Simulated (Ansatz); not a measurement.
**Tc under changes of volume**

One of the cells (14.297 Å³/atom); the others are scaled copies at fixed shape and fractional positions:

```
Tc
1.0
     2.74000    0.00000    0.00000
    -1.37000    2.37291    0.00000
     0.00000    0.00000    4.39800
Tc
2
Direct
  0.66667 0.33333 0.75000
  0.33333 0.66667 0.25000
```

| Item | Value |
| --- | --- |
| Program | Ansatz 0.2.0 |
| Functional | LDA |
| Potentials or basis | all-electron LAPW, scalar-relativistic |
| Cutoff | 261 eV (chosen from the basis error) |
| Basis error allowed | 0.001 eV/atom |
| k mesh | 11 × 11 × 6 |
| Occupations | fermi-dirac, width 0.05 eV |
| Spin | no spin polarisation |

```tsv
volume (Å³/atom)	energy over the lowest point (meV/atom)	pressure (GPa)
13.440	8.51	8.7
13.726	0.00	1.0
14.011	4.40	-5.8
14.297	?	?
14.583	46.61	-17.3
14.869	82.05	-22.2
15.155	125.71	-26.5
```

Question: What does the run at 14.297 Å³/atom give?

Answer: Energy over the lowest point 20.35 meV/atom; pressure -11.9 GPa.

Worked out: A Birch-Murnaghan fit of order 3 (a polynomial in V^(-2/3)) to the other rows has its minimum at 13.77 Å³/atom with B0 = V·E''(V) = 343 GPa and B' = 4.5 at fixed shape and positions, which overstates the stiffness. It gives 20.35 meV/atom at 14.297 Å³/atom, against the run's 20.35, and -dE/dV = -11.9 GPa, against -11.9.

Energies are extrapolated to zero smearing.

The runs don't all hold the same shells in valence.
